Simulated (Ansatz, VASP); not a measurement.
**BaTiO3: VASP beside Ansatz**

Contents of INCAR:

```
SYSTEM = BaTiO3
PREC = Accurate ; ENCUT = 520
EDIFF = 1E-7 ; ISMEAR = 0
SIGMA = 0.02 ; LREAL = .FALSE.
LASPH = .TRUE. ; NELM = 100
ALGO = Normal ; ISIF = 2
LWAVE = .FALSE. ; LCHARG = .FALSE.
GGA = PE ; NBANDS = 28
```

File KPOINTS:

```
regular mesh
0
G
  8 8 6
  0 0 0
```

Contents of POSCAR:

```
BaTiO3
1.0
    3.9854497941      0.0000000000      0.0000000000
    0.0000000000      3.9854497941      0.0000000000
    0.0000000000      0.0000000000      4.2004826522
Ba Ti O
1 1 3
Direct
    0.5000000000      0.5000000000      0.5912757181
    0.0000000000      0.0000000000      0.1084227154
    0.0000000000      0.5000000000      0.0602445495
    0.5000000000      0.0000000000      0.0602445495
    0.0000000000      0.0000000000      0.5398094574
```

Input for Ansatz:

```yaml
crystal:
  lattice:
    - [3.9854497941, 0.0, 0.0]
    - [0.0, 3.9854497941, 0.0]
    - [0.0, 0.0, 4.2004826522]
  atoms:
    - { symbol: Ba, position: [0.5, 0.5, 0.5912757181] }
    - { symbol: Ti, position: [0.0, 0.0, 0.1084227154] }
    - { symbol: O, position: [0.0, 0.5, 0.0602445495] }
    - { symbol: O, position: [0.5, 0.0, 0.0602445495] }
    - { symbol: O, position: [0.0, 0.0, 0.5398094574] }
basis:
  ecutwfc: 420
kpoints:
  mp_grid: { grid: [8, 8, 6] }
hamiltonian:
  xc: pbe
scf:
  occupations: { method: gaussian, width: 0.02 }
output:
  forces: true
  stress: true
  eigenvalues: true
```

Alike in both runs: task single point; functional PBE; k mesh 8 × 8 × 6; occupations gaussian, width 0.02 eV; no spin polarisation.

|  | VASP | Ansatz |
| --- | --- | --- |
| version | VASP 6.6.1 | Ansatz 0.2.0 |
| potentials or method | VASP PAW PBE potentials, release 64 (Ba_sv, Ti_sv, O) | scalar-relativistic, plane waves, PAW |
| plane-wave cutoff (eV) | 520 | 420 |
| valence electrons in the cell | 40 | 40 |

```csv
,VASP,Ansatz,Ansatz less VASP
gap on the k mesh at the Fermi level (eV),1.79,1.84,+0.055
least direct gap on the mesh (eV),2.35,2.39,+0.035
pressure (GPa),1.6,0.0,-1.58
largest component of the traceless stress (GPa),0.05,0.02,-0.033
rms of the force components (eV/Å),0.034,0.001,-0.0329
```

Atom by atom the forces differ by 0.034 eV/Å (rms over components). The functional is the same, so the differences come from potentials, cutoffs and numerics.

Caveats: spin-orbit coupling is left out, which moves the levels of the heavy elements. A k mesh can miss the band edges.
